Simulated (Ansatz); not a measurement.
Crystal: HfH2.

```
CELL_PARAMETERS angstrom
-1.73900 1.73900 2.18050
1.73900 -1.73900 2.18050
1.73900 1.73900 -2.18050
ATOMIC_POSITIONS crystal
Hf 0.00000 0.00000 0.00000
H 0.25000 0.75000 0.50000
H 0.75000 0.25000 0.50000
```

```yaml
Program: Ansatz 0.2.0
Task: relaxation of cell and atoms
Functional: r2SCAN
Dispersion: rVV10
Potentials_or_basis: Ansatz PAW
Cutoff: "500 eV (not typed: the program's choice for these potentials)"
k_mesh: 11 × 11 × 11
Occupations: fermi-dirac, width 0.05 eV
Spin: no spin polarisation
```

At the start: volume 8.79 Å³/atom.

Question: Where does the relaxation end?

Answer: It ends after 4 steps and the volume is 8.55 Å³/atom (-2.7 %); space group I4/mmm (No. 139, to 0.05 Å).

Step by step:
```csv
step,energy change (eV),largest force (eV/Å),volume (Å³)
1,0.0000,0.0000,26.38
2,-0.0094,0.0000,25.71
3,-0.0095,0.0000,25.66
4,-0.0093,0.0000,25.66
```

Final structure:
```
CELL_PARAMETERS angstrom
-1.72597 1.72597 2.15351
1.72597 -1.72597 2.15351
1.72597 1.72597 -2.15351
ATOMIC_POSITIONS crystal
Hf 0.00000 0.00000 0.00000
H 0.25000 0.75000 0.50000
H 0.75000 0.25000 0.50000
```

Caveat: the plane-wave basis is chosen anew once the cell has moved, so the energies of steps on either side of that aren't comparable; the PAW data sets come from PBE, with cores solved anew for the run's functional, which leaves a small shift of forces and pressure.
